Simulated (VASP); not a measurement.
# Si (I4/mmm) in VASP: notebook

One crystal, Si, is run at these levels: PBE, HSE06+D3(BJ), RPBE; tasks: single point, relaxation of the atoms.

All numbers are computed with VASP 6.6.1; they aren't measurements. Logs are shortened: lines on timing, memory, paths and dates and some standing lists are left out, and cuts for length are marked.

## 1. Starting point

Symmetry: I4/mmm, No. 139, tetragonal system. Conventional cell: a = 6.651 Å, b = 6.651 Å, c = 3.845 Å, α = 90.00°, β = 90.00°, γ = 90.00°. Around Si (site symmetry m2m) lie 4 Si at 2.34 to 2.38 Å.

This isn't the form of Si at room conditions, which is diamond.

## 2. Single point, PBE

The input, INCAR:

```
SYSTEM = Si
ALGO     = Normal         ! electronic algorithm
EDIFF    = 1E-6           ! SCF threshold, eV
ENCUT    = 550            ! plane-wave cutoff, eV
GGA      = PE             ! functional
ISIF     = 2              ! what is computed and relaxed
ISMEAR   = 0              ! smearing method
LASPH    = .True.         ! aspherical terms in the spheres
LCHARG   = .False.        ! write CHGCAR
LREAL    = .False.        ! projectors in reciprocal space
LWAVE    = .False.        ! write WAVECAR
NELM     = 60             ! most SCF steps
PREC     = Accurate       ! precision mode
SIGMA    = 0.05           ! smearing width, eV
```

The input, KPOINTS:

```
k-points
0
Gamma
  8 8 8
  0 0 0
```

The input, POSCAR:

```
Si
1.0
   -3.3254442900      3.3254442900      1.9223856600
    3.3254442900     -3.3254442900      1.9223856600
    3.3254442900      3.3254442900     -1.9223856600
Si
4
Cartesian
   -2.1362583620      2.1362583620      1.9223856600
    2.1362583620     -2.1362583620      1.9223856600
    2.1362583620      2.1362583620      1.9223856600
    1.1891859280      1.1891859280      0.0000000000
```

Potentials or basis: VASP PAW PBE potentials, release 64 (Si_GW).

Run with:

```sh
$ cat potpaw_PBE.64/Si_GW/POTCAR > POTCAR
$ mpirun -np 1 vasp_std > vasp.out
```

OUTCAR:

```text
SYSTEM = Si
   EDIFF = 1E-6
   ENCUT = 550
   GGA = PE
   ISIF = 2
   ISMEAR = 0
   LASPH = .True.
   LREAL = .False.
   NELM = 60
   PREC = Accurate

 ion  position               nearest neighbor table
   1  0.821  0.179  0.000-   2 2.34   2 2.34   4 2.38   3 2.38
   2  0.179  0.821  0.000-   1 2.34   1 2.34   4 2.38   3 2.38
   3  0.821  0.821  0.642-   4 2.34   4 2.34   1 2.38   2 2.38
   4  0.179  0.179  0.358-   3 2.34   3 2.34   2 2.38   1 2.38

  LATTYP: Found a body centered tetragonal cell.
 ALAT       =     6.6508885800
 C/A-ratio  =     0.5780838566

  Lattice vectors:

 A1 = (  -3.3254442900,   3.3254442900,   1.9223856600)
 A2 = (   3.3254442900,  -3.3254442900,   1.9223856600)
 A3 = (   3.3254442900,   3.3254442900,  -1.9223856600)

Analysis of symmetry for initial positions (statically):
=====================================================================
 Subroutine PRICEL returns:
 Original cell was already a primitive cell.

 Routine SETGRP: Setting up the symmetry group for a
 body centered tetragonal supercell.

 Subroutine GETGRP returns: Found 16 space group operations
 (whereof 16 operations were pure point group operations)
 out of a pool of 16 trial point group operations.

The static configuration has the point symmetry D_4h.

Analysis of symmetry for dynamics (positions and initial velocities):
=====================================================================
 Subroutine PRICEL returns:
 Original cell was already a primitive cell.

 Routine SETGRP: Setting up the symmetry group for a
 body centered tetragonal supercell.

 Subroutine GETGRP returns: Found 16 space group operations
 (whereof 16 operations were pure point group operations)
 out of a pool of 16 trial point group operations.

The dynamic configuration has the point symmetry D_4h.

 Subroutine INISYM returns: Found 16 space group operations
 (whereof 16 operations are pure point group operations),
 and found     1 'primitive' translations

----------------------------------------------------------------------------------------

                                     Primitive cell

  volume of cell :      85.0354

  direct lattice vectors                    reciprocal lattice vectors
    -3.325444290  3.325444290  1.922385660     0.000000000  0.150355849  0.260093492
     3.325444290 -3.325444290  1.922385660     0.150355849  0.000000000  0.260093492
     3.325444290  3.325444290 -1.922385660     0.150355849  0.150355849  0.000000000

  length of vectors
     5.080622607  5.080622607  5.080622607     0.300425542  0.300425542  0.212635281

  position of ions in fractional coordinates (direct lattice)
     0.821198940  0.178801060  0.000000000
     0.178801060  0.821198940  0.000000000
     0.821198940  0.821198940  0.642397880
     0.178801060  0.178801060  0.357602120

  ion indices of the primitive-cell ions
   primitive index   ion index
                 1           1
                 2           2
                 3           3
                 4           4

----------------------------------------------------------------------------------------

 KPOINTS: k-points

Automatic generation of k-mesh.
 Grid dimensions read from file:
 generate k-points for:    8    8    8

 Generating k-lattice:

  Cartesian coordinates                     Fractional coordinates (reciprocal lattice)
     0.000000000  0.018794481  0.032511687     0.125000000  0.000000000 -0.000000000
     0.018794481  0.000000000  0.032511687     0.000000000  0.125000000 -0.000000000
     0.018794481  0.018794481  0.000000000     0.000000000  0.000000000  0.125000000

  Length of vectors
     0.037553193  0.037553193  0.026579410

  Shift w.r.t. Gamma in fractional coordinates (k-lattice)
     0.000000000  0.000000000  0.000000000

 Subroutine IBZKPT returns following result:
 ===========================================

 Found     59 irreducible k-points:

 Following reciprocal coordinates:
            Coordinates               Weight
  0.000000  0.000000  0.000000      1.000000
  0.125000  0.000000  0.000000      8.000000
  0.250000  0.000000  0.000000      8.000000
  0.375000  0.000000  0.000000      8.000000
  0.500000  0.000000  0.000000      4.000000
  0.125000  0.125000  0.000000      8.000000
[... 16 lines left out ...]
  0.250000  0.125000  0.125000     16.000000
  0.375000  0.125000  0.125000      8.000000
 [... further k-points ...]
   k-points           NKPTS =     59   k-points in BZ     NKDIM =     59   number of bands    NBANDS=     12
   number of dos      NEDOS =    301   number of ions     NIONS =      4
   total plane-waves  NPLWV =  64000
   dimension x,y,z NGX =    40 NGY =   40 NGZ =   40
   dimension x,y,z NGXF=    80 NGYF=   80 NGZF=   80
   ions per type =               4
   NGX,Y,Z   is equivalent  to a cutoff of  13.09, 13.09, 13.09 a.u.
   NGXF,Y,Z  is equivalent  to a cutoff of  26.18, 26.18, 26.18 a.u.
 SYSTEM =  Si
   PREC   = accura    normal or accurate (medium, high low for compatibility)
   ISTART =      0    job   : 0-new  1-cont  2-samecut
   ICHARG =      2    charge: 1-file 2-atom 10-const
   ISPIN  =      1    spin polarized calculation?
   LNONCOLLINEAR =      F non collinear calculations
   LSORBIT =      F    spin-orbit coupling
   LASPH  =      T    aspherical Exc in radial PAW
   ENCUT  =  550.0 eV  40.42 Ry    6.36 a.u.   9.72  9.72  9.72*2*pi/ulx,y,z
   NELM   =     60;   NELMIN=  2; NELMDL= -5     # of ELM steps
   EDIFF  = 0.1E-05   stopping-criterion for ELM
   LREAL  =      F    real-space projection
   EDIFFG = 0.1E-04   stopping-criterion for IOM
   NSW    =      0    number of steps for IOM
   IBRION =     -1    ionic relax: 0-MD 1-quasi-New 2-CG
   NFREE  =      0    steps in history (QN), initial steepest desc. (CG)
   ISIF   =      2    stress and relaxation
   ISYM   =      2    0-nonsym 1-usesym 2-fastsym
   POTIM  = 0.5000    time-step for ionic-motion
   TEBEG  =    0.0;   TEEND  =   0.0 temperature during run
   PSTRESS=    0.0 pullay stress
   NELECT =      16.0000    total number of electrons
   NUPDOWN=      -1.0000    fix difference up-down
   EMIN   =  10.00;   EMAX   =-10.00  energy-range for DOS
   EFERMI =   0.00;   METHOD = LEGACY
   ISMEAR =     0;   SIGMA  =   0.05  broadening in eV -4-tet -1-fermi 0-gaus
   EFERMI_NEDOS =   21; number of points for ismear=-14 and -15
   IALGO  =     38    algorithm
   IMIX   =      4    mixing-type and parameters
     AMIX     =   0.40;   BMIX     =  1.00
     AMIX_MAG =   1.60;   BMIX_MAG =  1.00
  volume/ion in A,a.u.               =      21.26       143.46
  Fermi-wavevector in a.u.,A,eV,Ry     =   0.938098  1.772748 11.973506  0.880028
  Thomas-Fermi vector in A             =   2.065276
   LORBIT       =      0    0 simple, 1 ext, 2 COOP (PROOUT), +10 PAW based schemes
   GGA     = PE    functional components
   LHFCALC =     F    Hartree Fock is set to
   AEXX    =    0.0000 exact exchange contribution
   IVDW    =     0    specifies the selected vdW correction
   LEPSILON=     F    determine dielectric tensor
   LRPA    =     F    only Hartree local field effects (RPA)
 non-spin polarized calculation
 Gauss-broadening in eV      SIGMA  =   0.05
  energy-cutoff  :      550.00
  volume of cell :       85.04
 maximum number of plane-waves:      2519
   NGX = 19   NGY = 19   NGZ = 19

 number of electron      16.0000000 magnetization

 Free energy of the ion-electron system (eV)
  ---------------------------------------------------
  ext. energy  EPLUGINS =         0.00000000
  ---------------------------------------------------
  free energy    TOTEN  =       -21.27897516 eV

  energy without entropy =      -21.27897489  energy(sigma->0) =      -21.27897502

 E-fermi :   5.2372     XC(G=0):  -9.0718

 val. band max:        5.1076753385   @ k =   0.5000   0.5000   0.5000
 cond. band min:       5.3666972987   @ k =   0.2500   0.2500   0.2500
 fundamental gap:      0.2590219602
 Fermi energy:         5.2371851049

 k-point     1 :       0.0000    0.0000    0.0000
  band No.  band energies     occupation
      1      -6.9430      2.00000
      2      -2.7237      2.00000
      3      -0.4643      2.00000
      4      -0.4642      2.00000
      5       1.3510      2.00000
      6       3.6127      2.00000
      7       3.6127      2.00000
      8       4.5463      2.00000
      9       6.5304      0.00000
     10       6.6983      0.00000
     11       6.6983      0.00000
     12       7.4139      0.00000

 k-point     2 :       0.1250    0.0000    0.0000
  band No.  band energies     occupation
      1      -6.7707      2.00000
      2      -2.7561      2.00000
      3      -0.6862      2.00000
      4      -0.2316      2.00000
      5       1.4851      2.00000
      6       2.7354      2.00000
      7       2.8943      2.00000
      8       4.1937      2.00000
      9       6.1501      0.00000
     10       6.9084      0.00000
     11       7.0271      0.00000
     12       8.2964      0.00000

 k-point     3 :       0.2500    0.0000    0.0000
  band No.  band energies     occupation
      1      -6.2691      2.00000
      2      -2.7358      2.00000
      3      -1.3447      2.00000
      4      -0.0650      2.00000
      5       1.4520      2.00000
      6       1.6999      2.00000
      7       2.3202      2.00000
      8       3.5549      2.00000
      9       6.0027      0.00000
     10       6.7592      0.00000
     11       7.5862      0.00000
     12       9.4879      0.00000
[... 286 lines left out ...]
 k-point    23 :       0.2500    0.1250    0.1250
  band No.  band energies     occupation
      1      -5.3962      2.00000
      2      -3.1576      2.00000
      3      -1.8768      2.00000
      4      -1.1015      2.00000
      5       1.3002      2.00000
      6       2.1602      2.00000
      7       2.7657      2.00000
      8       3.1454      2.00000
      9       6.0257      0.00000
     10       6.9214      0.00000
     11       7.3970      0.00000
     12       8.5579      0.00000

 k-point    24 :       0.3750    0.1250    0.1250
  band No.  band energies     occupation
      1      -4.9153      2.00000
      2      -2.9915      2.00000
      3      -2.6097      2.00000
      4      -1.4306      2.00000
      5       1.2082      2.00000
      6       2.2753      2.00000
      7       2.8577      2.00000
      8       3.4254      2.00000
      9       6.0559      0.00000
     10       6.4678      0.00000
     11       7.4839      0.00000
     12       8.0872      0.00000

 [... further k-points ...]

------------------------ aborting loop because EDIFF is reached ----------------------------------------

  FORCE on cell =-STRESS in cart. coord.  units (eV):
  Direction    XX          YY          ZZ          XY          YZ          ZX
  --------------------------------------------------------------------------------------
  -------------------------------------------------------------------------------------
  Total        0.7230764      0.7230764      0.7172164      0.0000000     -0.0000000      0.0000000
  in kB       13.6236943     13.6236943     13.5132846      0.0000000     -0.0000000      0.0000000
  external PRESSURE =      13.5868911 kB  Pullay stress =       0.0000000 kB

 VOLUME and BASIS-vectors are now :
 -----------------------------------------------------------------------------
  energy-cutoff  :      550.00
  volume of cell :       85.04
      direct lattice vectors                 reciprocal lattice vectors
    -3.325444290  3.325444290  1.922385660     0.000000000  0.150355849  0.260093492
     3.325444290 -3.325444290  1.922385660     0.150355849  0.000000000  0.260093492
     3.325444290  3.325444290 -1.922385660     0.150355849  0.150355849  0.000000000

 POSITION                                       TOTAL-FORCE (eV/Angst)
 -----------------------------------------------------------------------------------
     -2.13626      2.13626      1.92239        -0.005855      0.005855      0.000000
      2.13626     -2.13626      1.92239         0.005855     -0.005855      0.000000
      2.13626      2.13626      1.92239         0.005855      0.005855     -0.000000
      1.18919      1.18919      0.00000        -0.005855     -0.005855      0.000000
 -----------------------------------------------------------------------------------
    total drift:                               -0.000000      0.000000     -0.000000

  FREE ENERGIE OF THE ION-ELECTRON SYSTEM (eV)
  ---------------------------------------------------
  free  energy   TOTEN  =       -21.2789751586 eV

  energy  without entropy=      -21.2789748898  energy(sigma->0) =      -21.27897502
```

Wall time 71 s (1 thread of Intel Xeon Platinum 8559C (Emerald Rapids), shared host); peak memory 0.26 GiB.

What came out:

```
Free energy            : -21.2790 eV
Pressure               : 1.4 GPa
Largest force          : 0.008 eV/Å
Band gap on the k mesh : 0.26 eV, indirect (least direct gap 0.39 eV)
```

Forces on the atoms (eV/Å):
```
Si  -0.006  0.006  0.000
Si   0.006 -0.006  0.000
Si   0.006  0.006  0.000
Si  -0.006 -0.006  0.000
```

Levels at points of the mesh, in eV from the valence-band top:
```
           k point  band 6  band 7  band 8  band 9  band 10  band 11
(0.00, 0.00, 0.00)   -1.50   -1.50   -0.56    1.42     1.59     1.59
(0.50, 0.00, 0.00)   -3.48   -2.38   -1.43    0.85     2.38     3.05
(0.50, 0.50, 0.00)   -2.01   -1.88   -1.63    1.63     1.91     1.97
(0.50, 0.50, 0.50)   -0.23    0.00    0.00    0.39     3.20     3.48
```

A k mesh can miss the band edges. Expect the measured gap to be larger: semilocal functionals such as PBE lack the derivative discontinuity.

(Part 1 of 3 ends here.)
